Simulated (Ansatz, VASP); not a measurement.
**Two plane-wave programs on Se**

```
Se
1.0
     3.95346    0.00000    0.00000
    -1.97673    3.42380    0.00000
     0.00000    0.00000    5.12053
Se
3
Direct
  0.25435 0.00000 0.33333
  0.00000 0.25435 0.66667
  0.74565 0.74565 0.00000
```

Alike in both runs: task single point; functional LDA; k mesh 9 × 9 × 6; occupations fermi-dirac, width 0.05 eV; no spin polarisation.

```csv
,VASP,Ansatz
version,VASP 6.6.1,Ansatz 0.2.0
potentials or method,"VASP PAW LDA potentials, release 64 (Se)","plane waves (420 eV) with PAW, scalar-relativistic"
plane-wave cutoff (eV),520,420
valence electrons in the cell,18,48
```

|  | VASP | Ansatz | Ansatz less VASP |
| --- | --- | --- | --- |
| pressure (GPa) | 0.2 | 0.0 | -0.23 |
| largest component of the traceless stress (GPa) | 0.10 | 0.01 | -0.092 |

The two sets of potentials don't hold the same shells in valence. Ansatz warned: «pseudo_functional_mismatch».
